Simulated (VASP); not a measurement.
**NaCl in VASP 6.6.1, single-point calculation**

INCAR

```
NSW = 0
PREC = Accurate
NELM = 120
LASPH = .TRUE.
EDIFF = 1E-6
ISMEAR = 0
NBANDS = 14
ALGO = Normal
ENCUT = 520
LREAL = .FALSE.
LCHARG = .FALSE.
IBRION = -1
METAGGA = R2SCAN
LWAVE = .FALSE.
SIGMA = 0.01
ISIF = 2
```

KPOINTS

```
KPOINTS created by Atomic Simulation Environment
0
Gamma
8 8 8
0 0 0
```

POSCAR

```
Na Cl
 1.0000000000000000
     0.0000000000000000    2.6905908724000001    2.6905908724000001
     2.6905908724000001    0.0000000000000000    2.6905908724000001
     2.6905908724000001    2.6905908724000001    0.0000000000000000
 Na  Cl
   1   1
Cartesian
  0.0000000000000000  0.0000000000000000  0.0000000000000000
  2.6905908723999996  2.6905908723999996  2.6905908723999996
```

The recommended PBE PAW datasets give the neutral cell 14 valence electrons.

Command

```
mpirun -np 1 vasp_std
```

OSZICAR

```
N       E                     dE             d eps       ncg     rms          rms(c)
DAV:   1     0.100308704466E+03    0.10031E+03   -0.72251E+03   812   0.106E+03
DAV:   2    -0.746936197510E+01   -0.10778E+03   -0.99247E+02   860   0.299E+02
DAV:   3    -0.157139036787E+02   -0.82445E+01   -0.81817E+01  1088   0.757E+01
DAV:   4    -0.158491770363E+02   -0.13527E+00   -0.13521E+00   950   0.102E+01
DAV:   5    -0.158517914548E+02   -0.26144E-02   -0.26141E-02  1084   0.142E+00    0.238E+00
DAV:   6    -0.137454257883E+02    0.21064E+01   -0.54735E-01   848   0.765E+00    0.244E+00
DAV:   7    -0.137276528321E+02    0.17773E-01   -0.14277E-01  1004   0.289E+00    0.129E+00
DAV:   8    -0.137316866716E+02   -0.40338E-02   -0.55086E-03   932   0.569E-01    0.515E-01
DAV:   9    -0.137330665177E+02   -0.13798E-02   -0.30436E-03   890   0.551E-01    0.119E-01
DAV:  10    -0.137330702477E+02   -0.37300E-05   -0.57749E-05  1076   0.673E-02    0.774E-02
DAV:  11    -0.137330999711E+02   -0.29723E-04   -0.40972E-05   896   0.588E-02    0.115E-01
DAV:  12    -0.137330946417E+02    0.53294E-05   -0.83349E-06   992   0.217E-02    0.203E-02
DAV:  13    -0.137330979444E+02   -0.33027E-05   -0.42350E-07   680   0.646E-03    0.169E-02
DAV:  14    -0.137331045146E+02   -0.65702E-05   -0.86830E-07   580   0.882E-03    0.170E-03
DAV:  15    -0.137331044704E+02    0.44284E-07   -0.69717E-08   514   0.227E-03
   1 F= -.13733104E+02 E0= -.13733104E+02  d E =-.684492E-94
```

Standard output (part)

```
POSCAR found type information on POSCAR NaCl
 POSCAR found :  2 types and       2 ions
 LDA part: xc-table for (None), standard interpolation
 POSCAR, INCAR and KPOINTS ok, starting setup
 WAVECAR not read
 entering main loop
```

From OUTCAR

```
k-points           NKPTS =     29   k-points in BZ     NKDIM =     29   number of bands    NBANDS=     14

   NELECT =      14.0000    total number of electrons

   dimension x,y,z NGX =    28 NGY =   28 NGZ =   28
   dimension x,y,z NGXF=    56 NGYF=   56 NGZF=   56

  energy-cutoff  :      520.00
  volume of cell :       38.96
      direct lattice vectors                 reciprocal lattice vectors
     0.000000000  2.690590872  2.690590872    -0.185832787  0.185832787  0.185832787
     2.690590872  0.000000000  2.690590872     0.185832787 -0.185832787  0.185832787
     2.690590872  2.690590872  0.000000000     0.185832787  0.185832787 -0.185832787

 k-points in reciprocal lattice and weights: KPOINTS created by Atomic Simulation Env
   0.00000000  0.00000000  0.00000000       0.002
   0.12500000  0.00000000  0.00000000       0.016
   0.25000000  0.00000000  0.00000000       0.016
   0.37500000  0.00000000  0.00000000       0.016
   0.50000000  0.00000000  0.00000000       0.008
   0.12500000  0.12500000  0.00000000       0.012
   0.25000000  0.12500000  0.00000000       0.047
   0.37500000  0.12500000  0.00000000       0.047
   ...

 E-fermi :  -0.1214

 k-point     1 :       0.0000    0.0000    0.0000
  band No.  band energies     occupation
      1     -21.5676      2.00000
      2     -21.5671      2.00000
      3     -21.5671      2.00000
      4     -13.8574      2.00000
      5      -0.2651      2.00000
      6      -0.2651      2.00000
      7      -0.2651      2.00000
      8       6.3073      0.00000
      9      11.5973      0.00000
     10      11.5973      0.00000
     11      11.5973      0.00000
     12      14.0403      0.00000
     13      14.0403      0.00000
     14      15.9493      0.00000

 k-point     2 :       0.1250    0.0000    0.0000
  band No.  band energies     occupation
      1     -21.5755      2.00000
      2     -21.5680      2.00000
      3     -21.5675      2.00000
      4     -13.7866      2.00000
      5      -0.7096      2.00000
      6      -0.3232      2.00000
      7      -0.3232      2.00000
      8       6.8513      0.00000
      9      11.0865      0.00000
     10      11.8450      0.00000
     11      11.8451      0.00000
     12      13.8728      0.00000
     13      13.8728      0.00000
     14      17.0886      0.00000

 k-point     3 :       0.2500    0.0000    0.0000
  band No.  band energies     occupation
      1     -21.5953      2.00000
      2     -21.5691      2.00000
      3     -21.5686      2.00000
      4     -13.6094      2.00000
      5      -1.6087      2.00000
      6      -0.4585      2.00000
      7      -0.4584      2.00000
      8       7.7590      0.00000
      9      10.8265      0.00000
     10      12.1117      0.00000
     11      12.1121      0.00000
     12      14.1686      0.00000
     13      14.1687      0.00000
     14      17.6252      0.00000

 k-point     4 :       0.3750    0.0000    0.0000
  band No.  band energies     occupation
      1     -21.6148      2.00000
      2     -21.5702      2.00000
      3     -21.5697      2.00000
      4     -13.4222      2.00000
      5      -2.3690      2.00000
      6      -0.5869      2.00000
      7      -0.5869      2.00000
      8       7.9785      0.00000
      9      11.7995      0.00000
     10      11.9410      0.00000
     11      11.9415      0.00000
     12      15.6806      0.00000
     13      15.6807      0.00000
     14      16.9935      0.00000

 ...

  Total        0.9936845      0.9936845      0.9936845      0.0000000     -0.0000000      0.0000000
  in kB       40.8682551     40.8682551     40.8682551      0.0000000     -0.0000000      0.0000000
  external PRESSURE =      40.8682551 kB  Pullay stress =       0.0000000 kB

 POSITION                                       TOTAL-FORCE (eV/Angst)
 -----------------------------------------------------------------------------------
      0.00000      0.00000      0.00000         0.000000      0.000000     -0.000000
      2.69059      2.69059      2.69059        -0.000000      0.000000      0.000000
 -----------------------------------------------------------------------------------
    total drift:                                0.000000      0.000000      0.000000

  FREE ENERGIE OF THE ION-ELECTRON SYSTEM (eV)
  ---------------------------------------------------
  free  energy   TOTEN  =       -13.7331044704 eV

  energy  without entropy=      -13.7331044704  energy(sigma->0) =      -13.73310447
```

It converged. Results: gap between bands v and c on the k mesh 6.57 eV; least direct gap on the k mesh 6.57 eV; pressure 4.1 GPa. Band v is the last that the valence electrons fill when counted band by band, and c is the next.

For comparison, a separate r²SCAN run of the intended cell, on usual settings and not on those above, gives a gap of 6.57 eV on its mesh and a pressure of 4.1 GPa.

The run above took about 38 s on one core of a shared host (Intel Xeon Platinum 8488C) and held 0.16 GiB at most.
